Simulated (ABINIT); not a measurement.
# Sn (P1) in ABINIT: single point with LDA

Aim: the single point of Sn with LDA.

All numbers are computed with ABINIT 10.8.3 (patched build); they aren't measurements. Logs are shortened: lines on timing, memory, paths and dates and some standing lists are left out, and cuts for length are marked. The log counts tension as positive stress, the text compression.

### Step 1. The cell of the first run

The typed cell holds 4 atoms: a = 4.587 Å, b = 4.594 Å, c = 6.490 Å, α = 90.30°, β = 89.27°, γ = 90.42°.

This isn't the form of Sn at room conditions, which is tetragonal (white tin).

### Step 2. Single point, LDA (cell strained at random)

The input, run.abi:

```
# Pseudopotentials
pp_dirpath "./"
pseudos "Sn.LDA_PW-JTH_sp.xml"

# Structure
acell 3*1.0
rprim
     0.0552159076    -6.1521640254    -6.1074587745
    -0.0224915203     6.1611005403    -6.1163952894
    12.2633984727    -0.0777074280    -0.0327243873
ntypat 1
znucl 50
natom 4
typat 1 1 1 1
xred
     0.5251803000     0.5100143700     0.0148062400
     0.0076548700     0.9939159200     0.5130968100
     0.9622890400     0.5039911200     0.2415130700
     0.5048757800     0.9920785900     0.7305838900
chkprim 0
chksymtnons 0
tolsym 1.0e-6

# Plane-wave basis
ecut 10.0
pawecutdg 20.0
pawovlp 30

# k points
kptopt 1
ngkpt 4 4 3
nshiftk 1
shiftk 0.0 0.0 0.0

# Exchange and correlation
ixc 7

# Bands and occupations
nband 12
occopt 3
tsmear 0.05 eV

# SCF cycle
nstep 100
tolvrs 1.0e-9

# Output
iomode 3
prtwf 0
prtden 0
prteig 0
prtebands 0
```

Potentials or basis: JTH PAW LDA v2.0 sp.

Run with:

```bash
abinit run.abi > log 2>&1
```

run.abo:

```text
.Version 10.8.3 of ABINIT
 Symmetries : space group P1 (#  1); Bravais aP (primitive triclinic)
================================================================================
 Values of the parameters that define the memory need of the present run
     intxc =       0    ionmov =       0      iscf =      17    lmnmax =      13
     lnmax =       5     mgfft =      36  mpssoang =       3    mqgrid =    3001
     natom =       4  nloc_mem =       2    nspden =       1   nspinor =       1
    nsppol =       1      nsym =       1    n1xccc =       1    ntypat =       1
    occopt =       3   xclevel =       1
       mpw =        1407          nfft =       26244          nkpt =          26
 PAW method is used; the additional fine FFT grid is defined by:
   mgfftf=        50    nfftf =     64800
================================================================================
================================================================================

--------------------------------------------------------------------------------
------------- Echo of variables that govern the present computation ------------
--------------------------------------------------------------------------------
 -outvars: echo values of preprocessed input variables --------
            acell      1.0000000000E+00  1.0000000000E+00  1.0000000000E+00 Bohr
              amu      1.18710000E+02
          chkprim           0
      chksymtnons           0
             ecut      1.00000000E+01 Hartree
              ixc           7
         kptrlatt        4    0    0      0    4    0      0    0    3
          kptrlen      3.46763836E+01
            natom           4
            nband          12
            ngfft          27      27      36
          ngfftdg          36      36      50
             nkpt          26
            nstep         100
             nsym           1
           ntypat           1
           occopt           3
        pawecutdg      2.00000000E+01 Hartree
          pawovlp      3.0000000000E+01
           prtden           0
        prtebands           0
           prteig           0
            prtwf           0
            rprim      5.5215907600E-02 -6.1521640254E+00 -6.1074587745E+00
                      -2.2491520300E-02  6.1611005403E+00 -6.1163952894E+00
                       1.2263398473E+01 -7.7707428000E-02 -3.2724387300E-02
          spgroup           1
           tolsym      1.00000000E-06
           tolvrs      1.00000000E-09
           tsmear      1.83746611E-03 Hartree
            typat      1  1  1  1
           useylm           1
           xangst      1.0536030943E-01 -4.7570963611E-02 -3.3483428948E+00
                       3.3181414707E+00  3.1944578528E+00 -3.2505902038E+00
                       1.5894203445E+00 -1.4995757178E+00 -4.7454775576E+00
                       4.7440764334E+00  1.5607793587E+00 -4.8553918007E+00
            xcart      1.9910212936E-01 -8.9896092770E-02 -6.3274510468E+00
                       6.2703786266E+00  6.0366504625E+00 -6.1427252328E+00
                       3.0035691500E+00 -2.8337874117E+00 -8.9676529205E+00
                       8.9650051795E+00  2.9494455308E+00 -9.1753607374E+00
             xred      5.2518030000E-01  5.1001437000E-01  1.4806240000E-02
                       7.6548700000E-03  9.9391592000E-01  5.1309681000E-01
                       9.6228904000E-01  5.0399112000E-01  2.4151307000E-01
                       5.0487578000E-01  9.9207859000E-01  7.3058389000E-01
            znucl       50.00000

================================================================================

 chkinp: Checking input parameters for consistency.

================================================================================
== DATASET  1 ==================================================================

--- !DatasetInfo
iteration_state: {dtset: 1, }
dimensions: {natom: 4, nkpt: 26, mband: 12, nsppol: 1, nspinor: 1, nspden: 1, mpw: 1407, }
cutoff_energies: {ecut:  10.0, pawecutdg:  20.0, }
electrons: {nelect:   1.60000000E+01, charge:   0.00000000E+00, occopt:   3.00000000E+00, tsmear:   1.83746611E-03, }
meta: {optdriver: 0, ionmov: 0, optcell: 0, iscf: 17, paral_kgb: 0, }
...

 Exchange-correlation functional for the present dataset will be:
  LDA: Perdew-Wang 92 LSD fit to Ceperley-Alder data - ixc=7
  J.P.Perdew and Y.Wang, PRB 45, 13244 (1992)

 Real(R)+Recip(G) space primitive vectors, cartesian coordinates (Bohr,Bohr^-1):
 R(1)=  0.0552159 -6.1521640 -6.1074588  G(1)= -0.0007335 -0.0812773 -0.0818686
 R(2)= -0.0224915  6.1611005 -6.1163953  G(2)=  0.0002961  0.0811558 -0.0817471
 R(3)= 12.2633985 -0.0777074 -0.0327244  G(3)=  0.0815473  0.0005148  0.0002187
 Unit cell volume ucvol=  9.2287207E+02 bohr^3
 Angles (23,13,12)=  9.02983674E+01  8.92697021E+01  9.04184927E+01 degrees

 Coarse grid specifications (used for wave-functions):

 getcut: wavevector=  0.0000  0.0000  0.0000  ngfft=  27  27  36
         ecut(hartree)=     10.000   => boxcut(ratio)=   2.06233

 Fine grid specifications (used for densities):

 getcut: wavevector=  0.0000  0.0000  0.0000  ngfft=  36  36  50
         ecut(hartree)=     20.000   => boxcut(ratio)=   2.02540

--- Pseudopotential description ------------------------------------------------
- pspini: atom type   1  psp file is ./Sn.LDA_PW-JTH_sp.xml
 Pseudopotential format is: paw10
 basis_size (lnmax)=  5 (lmn_size= 13), orbitals=   0   0   1   1   2
 Spheres core radius: rc_sph= 2.70161971
 Shapefunction is SIN type: shapef(r)=[sin(pi*r/rshp)/(pi*r/rshp)]**2
 Radius for shape functions =  2.11181860
 Compensation charge density is not taken into account in XC energy/potential

   1.71118366E+03                                ecore*ucvol(ha*bohr**3)
--------------------------------------------------------------------------------

================================================================================

--- !BeginCycle
iteration_state: {dtset: 1, }
solver: {iscf: 17, nstep: 100, nline: 4, wfoptalg: 10, }
tolerances: {tolvrs: 1.00E-09, }
...

     iter   Etot(hartree)      deltaE(h)  residm     nres2
 ETOT  1  -14.647267671397    -1.465E+01 1.656E-02 5.084E-01
 ETOT  2  -14.679576429131    -3.231E-02 2.893E-03 9.750E-02
 ETOT  3  -14.677997923372     1.579E-03 4.669E-04 2.420E-03
 ETOT  4  -14.678005093044    -7.170E-06 1.760E-04 7.363E-04
 ETOT  5  -14.678012782341    -7.689E-06 4.661E-05 1.835E-05
 ETOT  6  -14.678012645587     1.368E-07 2.071E-05 2.175E-06
 ETOT  7  -14.678012662836    -1.725E-08 4.381E-05 4.873E-08
 ETOT  8  -14.678012662735     1.011E-10 2.418E-05 6.833E-09
 ETOT  9  -14.678012662708     2.715E-11 6.639E-05 1.126E-09
 ETOT 10  -14.678012662703     4.974E-12 4.792E-05 2.209E-10

 At SCF step   10       nres2   =  2.21E-10 < tolvrs=  1.00E-09 =>converged.

 Cartesian components of stress tensor (hartree/bohr^3)
  sigma(1 1)= -2.75092118E-05  sigma(3 2)= -1.64830627E-04
  sigma(2 2)= -7.31212629E-05  sigma(3 1)=  8.26107416E-05
  sigma(3 3)= -7.39205542E-05  sigma(2 1)=  8.93701484E-05

--- !ResultsGS
iteration_state: {dtset: 1, }
comment   : Summary of ground state results
lattice_vectors:
- [  0.0552159,  -6.1521640,  -6.1074588, ]
- [ -0.0224915,   6.1611005,  -6.1163953, ]
- [ 12.2633985,  -0.0777074,  -0.0327244, ]
lattice_lengths: [   8.66910,    8.68159,   12.26369, ]
lattice_angles: [ 90.298,  89.270,  90.418, ] # degrees, (23, 13, 12)
lattice_volume:   9.2287207E+02
convergence: {deltae:  4.974E-12, res2:  2.209E-10, residm:  4.792E-05, diffor: null, }
etotal    :  -1.46780127E+01
entropy   :   0.00000000E+00
fermie    :   4.17712329E-02
cartesian_stress_tensor: # hartree/bohr^3
- [ -2.75092118E-05,   8.93701484E-05,   8.26107416E-05, ]
- [  8.93701484E-05,  -7.31212629E-05,  -1.64830627E-04, ]
- [  8.26107416E-05,  -1.64830627E-04,  -7.39205542E-05, ]
pressure_GPa:   1.7118E+00
xred      :
- [  5.2518E-01,   5.1001E-01,   1.4806E-02, Sn]
- [  7.6549E-03,   9.9392E-01,   5.1310E-01, Sn]
- [  9.6229E-01,   5.0399E-01,   2.4151E-01, Sn]
- [  5.0488E-01,   9.9208E-01,   7.3058E-01, Sn]
cartesian_forces: # hartree/bohr
- [ -3.94264815E-02,   3.68231682E-02,   4.44853826E-02, ]
- [ -2.52742305E-02,   5.36304511E-03,  -2.06550783E-03, ]
- [  3.41393887E-02,  -4.54186663E-02,  -3.72402374E-02, ]
- [  3.05613233E-02,   3.23245303E-03,  -5.17963739E-03, ]
force_length_stats: {min:   2.59194001E-02, max:   6.99238330E-02, mean:   4.87359115E-02, }
...

 Integrated electronic density in atomic spheres:
 ------------------------------------------------
 Atom  Sphere_radius  Integrated_density
    1        2.70162          2.60159018
    2        2.70162          2.60184436
    3        2.70162          2.61819595
    4        2.70162          2.57957131

================================================================================

 ----iterations are completed or convergence reached----

 Mean square residual over all n,k,spin=   16.464E-08; max=  47.917E-06
 reduced coordinates (array xred) for    4 atoms
       0.525180300000      0.510014370000      0.014806240000
       0.007654870000      0.993915920000      0.513096810000
       0.962289040000      0.503991120000      0.241513070000
       0.504875780000      0.992078590000      0.730583890000
 rms dE/dt=  3.1269E-01; max dE/dt=  5.0046E-01; dE/dt below (all hartree)
    1       0.500462320692      0.044344174531      0.487722997759
    2       0.021825409742     -0.046232185325      0.310200270409
    3      -0.508700795870      0.052832797002     -0.423509804691
    4      -0.013384770921     -0.050896814217     -0.374800845680

 cartesian coordinates (angstrom) at end:
    1      0.10536030943044    -0.04757096361071    -3.34834289477609
    2      3.31814147068138     3.19445785275984    -3.25059020384704
    3      1.58942034446546    -1.49957571778984    -4.74547755757647
    4      4.74407643338815     1.56077935865459    -4.85539180072879

 cartesian forces (hartree/bohr) at end:
    1     -0.03942648147709     0.03682316818952     0.04448538258177
    2     -0.02527423052316     0.00536304510588    -0.00206550782885
    3      0.03413938871665    -0.04541866632116    -0.03724023735937
    4      0.03056132328359     0.00323245302575    -0.00517963739355
 frms,max,avg= 3.0478979E-02 4.5418666E-02   7.931E-06  3.184E-06  5.139E-06 h/b

 cartesian forces (eV/Angstrom) at end:
    1     -2.02739119224370     1.89352344061772     2.28753034638102
    2     -1.29965318825546     0.27577886750041    -0.10621268302012
    3      1.75551795137866    -2.33552172583501    -1.91496999962644
    4      1.57152642912051     0.16621941771688    -0.26634766373446
 frms,max,avg= 1.5672921E+00 2.3355217E+00   4.078E-04  1.637E-04  2.643E-04 e/A
 length scales=  1.000000000000  1.000000000000  1.000000000000 bohr
              =  0.529177210544  0.529177210544  0.529177210544 angstroms
 Fermi (or HOMO) energy (hartree) =   0.04177   Average Vxc (hartree)=  -0.32734
 Eigenvalues (hartree) for nkpt=  26  k points:
 kpt#   1, nband= 12, wtk=  0.02083, kpt=  0.0000  0.0000  0.0000 (reduced coord)
  -0.36177   -0.26858   -0.22678   -0.06257   -0.05300    0.00369    0.00584    0.04129
   0.04948    0.05952    0.07110    0.09476
      occupation numbers for kpt#   1
   2.00000    2.00000    2.00000    2.00000    2.00000    2.00000    2.00000    1.13094
   0.02974    0.00013    0.00000    0.00000
 prteigrs : prtvol=0 or 1, do not print more k-points.

--- !EnergyTerms
iteration_state     : {dtset: 1, }
comment             : Components of total free energy in Hartree
kinetic             :  4.77284956243758E+00
hartree             :  1.02154812244076E+00
xc                  : -1.73370329423779E+01
Ewald energy        : -1.39975080325358E+01
psp_core            :  1.85419380085724E+00
local_psp           : -3.74764954692414E+00
PAW spherical_terms :  1.27561094998694E+01
internal            : -1.46774895362328E+01
'-kT*entropy'       : -5.22233386258010E-04
total_energy        : -1.46780117696191E+01
total_energy_eV     : -3.99409047586161E+02
...

--- !EnergyTermsDC
iteration_state     : {dtset: 1, }
comment             : '"Double-counting" decomposition of free energy'
band_energy         : -2.26317634597723E+00
Ewald energy        : -1.39975080325358E+01
psp_core            :  1.85419380085724E+00
xc_dc               : -1.05133219463309E+01
PAW spherical_terms :  1.02423220946699E+01
internal            : -1.46774904293168E+01
'-kT*entropy'       : -5.22233386258010E-04
total_energy_dc     : -1.46780126627031E+01
total_energy_dc_eV  : -3.99409071888213E+02
...

--- !EnergyTermsWithPAWCore
iteration_state     : {dtset: 1, }
comment             : 'Components of total free energy, including PAW core contributions'
Total energy        : -2.46880942790889E+04
Total energy DC     : -2.46880942799819E+04
Total energy (eV)   : -6.71797269105481E+05
Total energy DC (eV): -6.71797269129783E+05
...

 Cartesian components of stress tensor (hartree/bohr^3)
  sigma(1 1)= -2.75092118E-05  sigma(3 2)= -1.64830627E-04
  sigma(2 2)= -7.31212629E-05  sigma(3 1)=  8.26107416E-05
  sigma(3 3)= -7.39205542E-05  sigma(2 1)=  8.93701484E-05

-Cartesian components of stress tensor (GPa)         [Pressure=  1.7118E+00 GPa]
- sigma(1 1)= -8.09348954E-01  sigma(3 2)= -4.84948447E+00
- sigma(2 2)= -2.15130183E+00  sigma(3 1)=  2.43049193E+00
- sigma(3 3)= -2.17481779E+00  sigma(2 1)=  2.62936054E+00

== END DATASET(S) ==============================================================
================================================================================

 -outvars: echo values of variables after computation  --------
            acell      1.0000000000E+00  1.0000000000E+00  1.0000000000E+00 Bohr
           etotal     -1.4678012663E+01
            fcart     -3.9426481477E-02  3.6823168190E-02  4.4485382582E-02
                      -2.5274230523E-02  5.3630451059E-03 -2.0655078289E-03
                       3.4139388717E-02 -4.5418666321E-02 -3.7240237359E-02
                       3.0561323284E-02  3.2324530257E-03 -5.1796373935E-03
            rprim      5.5215907600E-02 -6.1521640254E+00 -6.1074587745E+00
                      -2.2491520300E-02  6.1611005403E+00 -6.1163952894E+00
                       1.2263398473E+01 -7.7707428000E-02 -3.2724387300E-02
           strten     -2.7509211813E-05 -7.3121262933E-05 -7.3920554238E-05
                      -1.6483062698E-04  8.2610741561E-05  8.9370148417E-05
           xangst      1.0536030943E-01 -4.7570963611E-02 -3.3483428948E+00
                       3.3181414707E+00  3.1944578528E+00 -3.2505902038E+00
                       1.5894203445E+00 -1.4995757178E+00 -4.7454775576E+00
                       4.7440764334E+00  1.5607793587E+00 -4.8553918007E+00
             xred      5.2518030000E-01  5.1001437000E-01  1.4806240000E-02
                       7.6548700000E-03  9.9391592000E-01  5.1309681000E-01
                       9.6228904000E-01  5.0399112000E-01  2.4151307000E-01
                       5.0487578000E-01  9.9207859000E-01  7.3058389000E-01
 Calculation completed.
```

Run time: 15 s. Hardware: 1 thread of Intel Xeon Platinum 8259CL at 2.50GHz (Skylake/Cascade Lake), shared host; peak memory 0.09 GiB.

What came out:

- Free energy: -399.4091 eV
- Pressure: 1.7 GPa
- Largest force: 3.596 eV/Å
- Band gap on the k mesh: none (metal or under the smearing width)

Forces on the atoms (eV/Å):
```
Sn  -2.027  1.894  2.288
Sn  -1.300  0.276 -0.106
Sn   1.756 -2.336 -1.915
Sn   1.572  0.166 -0.266
```

Caveat: the cutoff is short for stress, so the pressure is rough; this set keeps more shells in the core, which shifts pressures and gaps; the atomic spheres overlap.
